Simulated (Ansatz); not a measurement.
InAs: computed properties

Method: DFT r2SCAN, scalar-relativistic, plane waves, PAW in Ansatz 0.2.0.

Settings: cutoff 500 eV, Γ-centred mesh 10×10×10 on the computed 2-atom cell, Gaussian smearing of 0.01 eV; no spin polarisation.

The structure is relaxed at this level of theory with its symmetry kept.

```cif
data_structure
_symmetry_space_group_name_H-M 'F-43m'
_symmetry_Int_Tables_number 216
_cell_length_a 6.1085
_cell_length_b 6.1085
_cell_length_c 6.1085
_cell_angle_alpha 90.000
_cell_angle_beta 90.000
_cell_angle_gamma 90.000
_cell_volume 227.93
loop_
_atom_site_label
_atom_site_type_symbol
_atom_site_symmetry_multiplicity
_atom_site_Wyckoff_symbol
_atom_site_fract_x
_atom_site_fract_y
_atom_site_fract_z
_atom_site_occupancy
In1 In 4 a 0.00000 0.00000 0.00000 1
As1 As 4 d 0.25000 0.25000 0.75000 1
```

(1) Formation energy from the elements' standard states (uncorrected)?

(2) Generalised Kohn–Sham band gap?

(3) Löwdin character of the top 1 eV of the valence band?

(4) Löwdin character of the lowest 1 eV of the conduction band?

(5) Electron masses at the edge by Cartesian direction of the standard setting (m_e; degenerate bands sorted by energy; no spin-orbit coupling)?

(6) Hole masses at the edge by Cartesian direction of the standard setting (m_e; degenerate bands sorted by energy; no spin-orbit coupling)?

(7) Bulk modulus?

(8) Its pressure derivative?

(9) Bader charges (e)?

Results:

(1) -0.388 eV/atom.

(2) 0.08 eV, direct at Γ.

(3) As 4p 80 %, In 5p 17 %.

(4) In 5s 37 %, As 4p 33 %, As 4s 19 %, In 5p 7 %.

(5) x: 0.013; y: 0.013; z: 0.013.

(6) x: 0.41, 0.41, 0.013; y: 0.41, 0.41, 0.013; z: 0.41, 0.41, 0.013.

(7) 57 GPa.

(8) 4.7.

(9) In (1 in the cell) 0.84, As (1 in the cell) -0.84.